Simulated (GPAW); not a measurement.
# TePb (Fm-3m) in GPAW: a series of runs

One crystal, TePb, is run at these levels: PBE, PBEsol+D3(BJ), LDA; tasks: equation of state.

All numbers are computed with GPAW 26.7.0; they aren't measurements. Logs are shortened: lines on timing, memory, paths and dates and some standing lists are left out, and cuts for length are marked. The log counts tension as positive stress, the text compression.

## 1. The structure

It takes space group Fm-3m (No. 225, cubic). Conventional cell: a = 6.462 Å, b = 6.462 Å, c = 6.462 Å, α = 90.00°, β = 90.00°, γ = 90.00°. Pb (site symmetry m-3m) has 6 Te at 3.23 Å as nearest neighbours. Te (site symmetry m-3m) has 6 Pb at 3.23 Å as nearest neighbours.

## 2. Equation of state, PBE

Contents of run.py:

```python
import spglib
from ase import Atoms
from ase.eos import EquationOfState
from ase.io import Trajectory, read
from ase.units import GPa
from gpaw import GPAW

atoms = read('TePb.cif')
cell, positions, numbers = spglib.find_primitive(
    (atoms.cell[:], atoms.get_scaled_positions(), atoms.numbers), symprec=1e-4)
atoms = Atoms(numbers, cell=cell, scaled_positions=positions, pbc=True)

traj = Trajectory('eos.traj', 'w')
volumes, energies = [], []
for x in [0.94, 0.96, 0.98, 1.0, 1.02, 1.04, 1.06]:
    a = atoms.copy()
    a.set_cell(atoms.cell * x**(1 / 3), scale_atoms=True)
    calc = GPAW(mode='fd',
                h=0.16,
                xc='PBE',
                kpts={'size': (6, 6, 6), 'gamma': True},
                occupations={'name': 'fermi-dirac', 'width': 0.05},
                nbands=19,
                convergence={'density': 1e-05, 'energy': 1e-05},
                maxiter=150,
                txt=f'eos-{x:.2f}.txt')
    a.calc = calc
    energies.append(a.get_potential_energy(force_consistent=True))
    volumes.append(a.get_volume())
    calc.write(f'eos-{x:.2f}.gpw')
    traj.write(a)
    print(f'{x:.2f} {volumes[-1]:10.4f} A^3 {energies[-1]:14.6f} eV', flush=True)

v0, e0, B = EquationOfState(volumes, energies, eos='birchmurnaghan').fit()
print(f'V0 = {v0:.4f} A^3, E0 = {e0:.6f} eV, B0 = {B / GPa:.2f} GPa')
```

Contents of TePb.cif:

```cif
data_TePb
_cell_length_a 6.46200000
_cell_length_b 6.46200000
_cell_length_c 6.46200000
_cell_angle_alpha 90.00000000
_cell_angle_beta 90.00000000
_cell_angle_gamma 90.00000000
_space_group_name_H-M_alt 'Fm-3m'
_space_group_name_Hall '-F 4 2 3'
_space_group_IT_number 225
loop_
_space_group_symop_operation_xyz
'x,y,z'
'-x,-y,-z'
'-y,x,z'
'y,-x,-z'
'-x,-y,z'
'x,y,-z'
'y,-x,z'
'-y,x,-z'
'x,-y,-z'
'-x,y,z'
'-y,-x,-z'
'y,x,z'
'-x,y,-z'
'x,-y,z'
'y,x,-z'
'-y,-x,z'
'z,x,y'
'-z,-x,-y'
'z,-y,x'
'-z,y,-x'
'z,-x,-y'
'-z,x,y'
'z,y,-x'
'-z,-y,x'
'-z,x,-y'
'z,-x,y'
'-z,-y,-x'
'z,y,x'
'-z,-x,y'
'z,x,-y'
'-z,y,x'
'z,-y,-x'
'y,z,x'
'-y,-z,-x'
'x,z,-y'
'-x,-z,y'
'-y,z,-x'
'y,-z,x'
'-x,z,y'
'x,-z,-y'
'-y,-z,x'
'y,z,-x'
'-x,-z,-y'
'x,z,y'
'y,-z,-x'
'-y,z,x'
'x,-z,y'
'-x,z,-y'
'x,y+1/2,z+1/2'
'-x,-y+1/2,-z+1/2'
'-y,x+1/2,z+1/2'
[... 62 lines left out ...]
'-z+1/2,-x,-y+1/2'
'z+1/2,-y,x+1/2'
'-z+1/2,y,-x+1/2'
'z+1/2,-x,-y+1/2'
'-z+1/2,x,y+1/2'
'z+1/2,y,-x+1/2'
'-z+1/2,-y,x+1/2'
'-z+1/2,x,-y+1/2'
'z+1/2,-x,y+1/2'
'-z+1/2,-y,-x+1/2'
'z+1/2,y,x+1/2'
'-z+1/2,-x,y+1/2'
'z+1/2,x,-y+1/2'
'-z+1/2,y,x+1/2'
'z+1/2,-y,-x+1/2'
'y+1/2,z,x+1/2'
'-y+1/2,-z,-x+1/2'
'x+1/2,z,-y+1/2'
'-x+1/2,-z,y+1/2'
'-y+1/2,z,-x+1/2'
'y+1/2,-z,x+1/2'
'-x+1/2,z,y+1/2'
'x+1/2,-z,-y+1/2'
'-y+1/2,-z,x+1/2'
'y+1/2,z,-x+1/2'
'-x+1/2,-z,-y+1/2'
'x+1/2,z,y+1/2'
'y+1/2,-z,-x+1/2'
'-y+1/2,z,x+1/2'
'x+1/2,-z,y+1/2'
'-x+1/2,z,-y+1/2'
'x+1/2,y+1/2,z'
'-x+1/2,-y+1/2,-z'
'-y+1/2,x+1/2,z'
'y+1/2,-x+1/2,-z'
'-x+1/2,-y+1/2,z'
'x+1/2,y+1/2,-z'
'y+1/2,-x+1/2,z'
'-y+1/2,x+1/2,-z'
'x+1/2,-y+1/2,-z'
'-x+1/2,y+1/2,z'
'-y+1/2,-x+1/2,-z'
'y+1/2,x+1/2,z'
'-x+1/2,y+1/2,-z'
'x+1/2,-y+1/2,z'
'y+1/2,x+1/2,-z'
'-y+1/2,-x+1/2,z'
'z+1/2,x+1/2,y'
'-z+1/2,-x+1/2,-y'
'z+1/2,-y+1/2,x'
'-z+1/2,y+1/2,-x'
'z+1/2,-x+1/2,-y'
'-z+1/2,x+1/2,y'
'z+1/2,y+1/2,-x'
'-z+1/2,-y+1/2,x'
'-z+1/2,x+1/2,-y'
'z+1/2,-x+1/2,y'
'-z+1/2,-y+1/2,-x'
'z+1/2,y+1/2,x'
'-z+1/2,-x+1/2,y'
'z+1/2,x+1/2,-y'
'-z+1/2,y+1/2,x'
'z+1/2,-y+1/2,-x'
'y+1/2,z+1/2,x'
'-y+1/2,-z+1/2,-x'
'x+1/2,z+1/2,-y'
'-x+1/2,-z+1/2,y'
'-y+1/2,z+1/2,-x'
'y+1/2,-z+1/2,x'
'-x+1/2,z+1/2,y'
'x+1/2,-z+1/2,-y'
'-y+1/2,-z+1/2,x'
'y+1/2,z+1/2,-x'
'-x+1/2,-z+1/2,-y'
'x+1/2,z+1/2,y'
'y+1/2,-z+1/2,-x'
'-y+1/2,z+1/2,x'
'x+1/2,-z+1/2,y'
'-x+1/2,z+1/2,-y'
loop_
_atom_site_label
_atom_site_type_symbol
_atom_site_symmetry_multiplicity
_atom_site_Wyckoff_symbol
_atom_site_fract_x
_atom_site_fract_y
_atom_site_fract_z
_atom_site_occupancy
Pb1 Pb 4 a 0.0000000000 0.0000000000 0.0000000000 1
Te1 Te 4 b 0.5000000000 0.0000000000 0.0000000000 1
```

Potentials or basis: GPAW PAW data sets (gpaw-data 1.2.1), fd.

Run with:

```console
$ OMP_NUM_THREADS=1 python run.py
```

Standard output:

```text
__  _  _
 | _ |_)|_||  |
 |__||  | ||/\| - 26.7.0

Input parameters:
  mode=FD(),
  convergence={'density': 1e-05, 'energy': 1e-05},
  h=0.16,
  kpts=MonkhorstPack(size=(6, 6, 6), gamma=True),
  maxiter=150,
  nbands=19,
  occupations=Occupations(name='fermi-dirac', width=0.05),
  xc=XC(name='PBE')

Diagonalizing LCAO Hamiltonian
Converting LCAO to fd mode

                 Te

       Pb

Atoms  # Å, Bohr magnetons
|   | symbol |        x |        y |        z |    initial magnetic moments |
|---|--------|----------|----------|----------|-----------------------------|
| 0 |     Pb | 0.000000 | 0.000000 | 0.000000 | ( 0.0000,  0.0000,  0.0000) |
| 1 |     Te | 3.165043 | 3.165043 | 3.165043 | ( 0.0000,  0.0000,  0.0000) |

Unit cell  # Å
| periodic |        x |        y |        z |  lengths |    angles |
|----------|----------|----------|----------|----------|-----------|
|      yes | 0.000000 | 3.165043 | 3.165043 | 4.476046 | 60.000000 |
|      yes | 3.165043 | 0.000000 | 3.165043 | 4.476046 | 60.000000 |
|      yes | 3.165043 | 3.165043 | 0.000000 | 4.476046 | 60.000000 |

Number of symmetries: 48
Symmetry operations  # r_c * U_cc + t_c -> r_c
|    | kind |            matrix            |
|----|------|------------------------------|
|  0 |  σ   |  1, 0, 0,  1, 0,-1,  1,-1, 0 |
|  1 |  C2  |  1, 0, 0,  1,-1, 0,  1, 0,-1 |
|  2 |  E   |  1, 0, 0,  0, 1, 0,  0, 0, 1 |
|  3 |  σ   |  1, 0, 0,  0, 0, 1,  0, 1, 0 |
|  4 |  C4  |  1, 0,-1,  1, 0, 0,  1,-1, 0 |
|  5 |  S6  |  1, 0,-1,  1,-1, 0,  1, 0, 0 |
|  6 |  σ   |  1, 0,-1,  0, 1,-1,  0, 0,-1 |
|  7 |  C3  |  1, 0,-1,  0, 0,-1,  0, 1,-1 |
|  8 |  S6  |  1,-1, 0,  1, 0, 0,  1, 0,-1 |
|  9 |  C4  |  1,-1, 0,  1, 0,-1,  1, 0, 0 |
| 10 |  C3  |  1,-1, 0,  0,-1, 1,  0,-1, 0 |
| 11 |  σ   |  1,-1, 0,  0,-1, 0,  0,-1, 1 |
| 12 |  σ   |  0, 1, 0,  1, 0, 0,  0, 0, 1 |
| 13 |  C4  |  0, 1, 0,  0, 1,-1, -1, 1, 0 |
| 14 |  C3  |  0, 1, 0,  0, 0, 1,  1, 0, 0 |
| 15 |  S6  |  0, 1, 0, -1, 1, 0,  0, 1,-1 |
| 16 |  C2  |  0, 1,-1,  1, 0,-1,  0, 0,-1 |
| 17 |  σ   |  0, 1,-1,  0, 1, 0, -1, 1, 0 |
| 18 |  S4  |  0, 1,-1,  0, 0,-1,  1, 0,-1 |
| 19 |  C4  |  0, 1,-1, -1, 1, 0,  0, 1, 0 |
| 20 |  C3  |  0, 0, 1,  1, 0, 0,  0, 1, 0 |
| 21 |  σ   |  0, 0, 1,  0, 1, 0,  1, 0, 0 |
| 22 |  S6  |  0, 0, 1,  0,-1, 1, -1, 0, 1 |
| 23 |  C4  |  0, 0, 1, -1, 0, 1,  0,-1, 1 |
| 24 |  S4  |  0, 0,-1,  1, 0,-1,  0, 1,-1 |
| 25 |  C3  |  0, 0,-1,  0, 1,-1,  1, 0,-1 |
| 26 |  C2  |  0, 0,-1,  0,-1, 0, -1, 0, 0 |
| 27 |  S6  |  0, 0,-1, -1, 0, 0,  0,-1, 0 |
| 28 |  S4  |  0,-1, 1,  1,-1, 0,  0,-1, 0 |
| 29 |  C4  |  0,-1, 1,  0, 0, 1, -1, 0, 1 |
| 30 |  C2  |  0,-1, 1,  0,-1, 0,  1,-1, 0 |
| 31 |  σ   |  0,-1, 1, -1, 0, 1,  0, 0, 1 |
| 32 |  C3  |  0,-1, 0,  1,-1, 0,  0,-1, 1 |
| 33 |  S6  |  0,-1, 0,  0, 0,-1, -1, 0, 0 |
| 34 |  S4  |  0,-1, 0,  0,-1, 1,  1,-1, 0 |
| 35 |  C2  |  0,-1, 0, -1, 0, 0,  0, 0,-1 |
| 36 |  C2  | -1, 1, 0,  0, 1, 0,  0, 1,-1 |
| 37 |  S6  | -1, 1, 0,  0, 1,-1,  0, 1, 0 |
| 38 |  S4  | -1, 1, 0, -1, 0, 1, -1, 0, 0 |
| 39 |  C3  | -1, 1, 0, -1, 0, 0, -1, 0, 1 |
| 40 |  S6  | -1, 0, 1,  0, 0, 1,  0,-1, 1 |
| 41 |  C2  | -1, 0, 1,  0,-1, 1,  0, 0, 1 |
| 42 |  C3  | -1, 0, 1, -1, 1, 0, -1, 0, 0 |
| 43 |  S4  | -1, 0, 1, -1, 0, 0, -1, 1, 0 |
| 44 |  C2  | -1, 0, 0,  0, 0,-1,  0,-1, 0 |
| 45 |  i   | -1, 0, 0,  0,-1, 0,  0, 0,-1 |
| 46 |  σ   | -1, 0, 0, -1, 1, 0, -1, 0, 1 |
| 47 |  C2  | -1, 0, 0, -1, 0, 1, -1, 1, 0 |

BZ-sampling:
  Number of BZ points: 216
  Number of IBZ points: 16

  Monkhorst-Pack size: [6, 6, 6]
  Monkhorst-Pack shift: [0.08333333333333333, 0.08333333333333333, 0.08333333333333333]

K-points  # in reciprocal-cell coordinates
|     |                                coordinates |     weight |
|-----|--------------------------------------------|------------|
|   0 | (  0.00000000,   0.00000000,   0.00000000) | 0.00462963 |
|   1 | (  0.16666667,   0.16666667,   0.00000000) | 0.02777778 |
|   2 | (  0.16666667,   0.16666667,   0.16666667) | 0.03703704 |
|   3 | (  0.33333333,   0.16666667,   0.16666667) | 0.05555556 |
|   4 | (  0.33333333,   0.33333333,  -0.33333333) | 0.05555556 |
|   5 | (  0.33333333,   0.33333333,   0.00000000) | 0.02777778 |
|   6 | (  0.33333333,   0.33333333,   0.16666667) | 0.11111111 |
|   7 | (  0.33333333,   0.33333333,   0.33333333) | 0.03703704 |
|   8 | (  0.50000000,   0.33333333,  -0.33333333) | 0.11111111 |
|   9 | (  0.50000000,   0.33333333,  -0.16666667) | 0.05555556 |
| ... |                                            |            |
|  15 | (  0.50000000,   0.50000000,   0.50000000) | 0.01851852 |

Uniform wave function grid shape: (np.int64(24), np.int64(24), np.int64(24))
Spin-components: 1 (collinear spins)
Bands:           19
Projectors:      11
Spin-degeneracy: 2
Datatype:        complex128

Parallelization:
  kpt:    1
  domain: 1
  band:   1

Density:
  Valence electrons: 20.0
  Components: 1
  Grid points: [24 24 24]
  Charge: 0.0  # |e|

Potential:
  Grid points: [24 24 24]

species:
  Pb:
    name:    Lead
    Z:       82.0
    valence: 14
    core:    68
    charge:  0.0  # [|e|]
    compensation charges:
      type: gauss
      rc: 0.38  # [Å]
      lmax: 2
    cutoffs:
      filter: 2.36  # [Å]
      core: 2.43  # [Å]
    projectors
    | kind |    occ | energy [eV] | rcut [Å] |
    |------|--------|-------------|----------|
    |   6s |  2.000 |     -11.969 |    1.259 |
    |   6p |  2.000 |      -3.506 |    1.275 |
    |   5d | 10.000 |     -21.211 |    1.217 |
    |    s |        |      15.243 |    1.259 |
    |    p |        |      23.705 |    1.275 |
    |    d |        |       6.001 |    1.217 |

    Using partial waves for Pb as LCAO basis

  Te:
    name:    Tellurium
    Z:       52.0
    valence: 6
    core:    46
    charge:  0.0  # [|e|]
    compensation charges:
      type: gauss
      rc: 0.36  # [Å]
      lmax: 2
    cutoffs:
      filter: 2.09  # [Å]
      core: 3.17  # [Å]
    projectors
    | kind |    occ | energy [eV] | rcut [Å] |
    |------|--------|-------------|----------|
    |   5s |  2.000 |     -15.089 |    1.180 |
    |   5p |  4.000 |      -5.955 |    1.196 |
    |    s |        |      12.123 |    1.180 |
    |    p |        |      21.256 |    1.196 |
    |    d |        |       0.000 |    1.238 |

    Using partial waves for Te as LCAO basis

Reference energy: -752065.146798  # eV

eigensolver:
  PPCG
  Converge bands: occupied
  niter=2

density mixing:
  MSR1-Mixer
  Pratt-step length: 0.05
  Maximum mixing coefficient: 0.75
  Old densities: 10
  SVD Regularization: 0.005
  Good broyden scale: 1.0
  Trust region scale: 1.0
  Backstep threshold: 4.0
  History deletion threshold: 6.0
  Fourier metric: weight=20.0, sigma=0.015

occupation numbers:
  Fermi-Dirac:
    width: 0.0500  # eV

FastPoissonSolver using
    Stencil: 12*3+1=37 point O(h^6) finite-difference Laplacian
    FFT axes: [np.int64(0), np.int64(1), np.int64(2)]
    FST axes: []

xc functional:
  name: PBE with 2 nearest neighbor stencil
interpolation: tri-quintic # 5. degree polynomial

convergence criteria:
- Maximum integral of absolute [dens]ity change: 1e-05 electrons / valence electron
- Maximum [total energy] change in last 3 cyles: 1e-05 eV / valence electron
- Maximum integral of absolute [eigenst]ate change: 4e-08 eV^2 / valence electron
maximum number of iterations: 150

SCF iterations
|iter     | |      energy | eigst |  dens |
|---------|-|-------------|-------|-------|
|iter:   1| |   -7.794388 | +0.38 |       |
|iter:   2| |   -7.797318 | -1.03 | -1.39 |
|iter:   3| |   -7.730997 | -1.50 | -1.43 |
|iter:   4| |   -7.732439 | -2.69 | -2.00 |
|iter:   5| |   -7.732890 | -3.56 | -2.43 |
|iter:   6| |   -7.732943 | -4.40 | -3.14 |
|iter:   7| |   -7.732946c| -5.22 | -3.80 |
|iter:   8| |   -7.732947c| -5.92 | -4.37 |
|iter:   9| |   -7.732947c| -6.65 | -4.96 |
|iter:  10| |   -7.732947c| -7.32 | -5.65c|
|iter:  11| |   -7.732947c| -7.65c| -6.06c|

Converged in 11 steps
Energy contributions relative to reference atoms: (reference = -752065.146798)

Energy contributions:
  Kinetic:          25.280620
  Coulomb:         -24.586614
  Zero:              0.187381
  External:          0.000000
  Xc:               -8.614282
  Entropy:          -0.000105
  Spinorbit:         0.000000
  ----------------------------
  Free energy:      -7.732999
  Extrapolated:     -7.732947

dipole moment: (-26.766926, -26.766926, -26.766926)  # |e|*Ang

Fermi level: 6.824
Eigenvalues  # (at kpt = [0.000, 0.000, 0.000])
| band index |      eig [eV] | occ [0-2] |
|------------|---------------|-----------|
|          0 |       -10.338 |     2.000 |
|        ... |               |           |
|          2 |       -10.322 |     2.000 |
|          3 |       -10.322 |     2.000 |
|          4 |       -10.320 |     2.000 |
|          5 |        -6.035 |     2.000 |
|          6 |         1.138 |     2.000 |
|          7 |         4.887 |     2.000 |
[... 9 lines left out ...]
|         17 |        14.429 |     0.000 |
|         18 |        14.567 |     0.000 |

Gap: 0.543 eV
Transition (v -> c):
  (s=0, k=15, n=9, [0.50, 0.50, 0.50]) -> (s=0, k=15, n=10, [0.50, 0.50, 0.50])
No difference between direct/indirect transitions
# Writing to eos-0.94.gpw (mode='')
```

Run time: 6.6 min. Hardware: 1 thread of Intel Xeon Platinum 8259CL at 2.50GHz (Skylake/Cascade Lake), shared host; peak memory 0.75 GiB.

Results:

```
Equilibrium volume                      : 35.37 Å³/atom
Bulk modulus                            : 40 GPa
Pressure derivative of the bulk modulus : 3.6
```

Energy against volume, from the lowest point:
| volume (Å³/atom) | energy (meV/atom) |
| --- | --- |
| 31.706 | 55.25 |
| 32.380 | 35.48 |
| 33.055 | 20.50 |
| 33.730 | 9.81 |
| 34.404 | 3.09 |
| 35.079 | 0.00 |
| 35.753 | 0.22 |

## 3. Equation of state, PBEsol+D3(BJ)

Contents of run.py:

```python
from ase.calculators.mixing import SumCalculator
from ase.eos import EquationOfState
from ase.io import Trajectory
from ase.spacegroup import crystal
from ase.units import GPa
from dftd3.ase import DFTD3
from gpaw import GPAW, PW, setup_paths

setup_paths.insert(0, '.')

# Pb 4a
# Te 4b
atoms = crystal(['Pb', 'Te'],
                basis=[[0.0, 0.0, 0.0],
                       [0.5, 0.0, 0.0]],
                spacegroup=225, setting=1,  # Fm-3m
                cellpar=[6.462, 6.462, 6.462, 90.0, 90.0, 90.0],
                primitive_cell=True)

traj = Trajectory('eos.traj', 'w')
volumes, energies = [], []
for x in [0.94, 0.96, 0.98, 1.0, 1.02, 1.04, 1.06]:
    a = atoms.copy()
    a.set_cell(atoms.cell * x**(1 / 3), scale_atoms=True)
    calc = GPAW(mode=PW(600),
                xc='PBEsol',
                kpts={'size': (6, 6, 6), 'gamma': True},
                occupations={'name': 'fermi-dirac', 'width': 0.05},
                nbands=19,
                convergence={'density': 1e-05, 'energy': 1e-05},
                maxiter=150,
                txt=f'eos-{x:.2f}.txt')
    a.calc = SumCalculator([calc, DFTD3(method='pbesol', damping='d3bj')])
    energies.append(a.get_potential_energy())
    volumes.append(a.get_volume())
    p = -a.get_stress()[:3].mean() / GPa
    calc.write(f'eos-{x:.2f}.gpw')
    traj.write(a)
    print(f'{x:.2f} {volumes[-1]:10.4f} A^3 {energies[-1]:14.6f} eV {p:9.3f} GPa', flush=True)

v0, e0, B = EquationOfState(volumes, energies, eos='birchmurnaghan').fit()
print(f'V0 = {v0:.4f} A^3, E0 = {e0:.6f} eV, B0 = {B / GPa:.2f} GPa')
```

Potentials or basis: PAW data sets generated in the run's folder for this functional, pw.

Run with:

```console
$ gpaw-setup -f PBEsol Pb Te
$ OMP_NUM_THREADS=1 python run.py
```

Run time: 3.2 min. Hardware: 1 thread of Intel Xeon Platinum 8259CL at 2.50GHz (Skylake/Cascade Lake), shared host; peak memory 0.29 GiB.

It converged, with:

- Equilibrium volume: 31.84 Å³/atom
- Bulk modulus: 54 GPa
- Pressure derivative of the bulk modulus: 6.3 (rough: it moves with the points fitted)

Energy against volume, from the lowest point:
```
volume (Å³/atom)  energy (meV/atom)
          31.706               0.00
          32.380               1.46
          33.055               7.04
          33.730              16.23
          34.404              28.60
          35.079              43.67
          35.753              60.69
```

The run has no spin-orbit coupling, so splittings on Pb, Te are missing.

(Continued in part 2 of 2.)
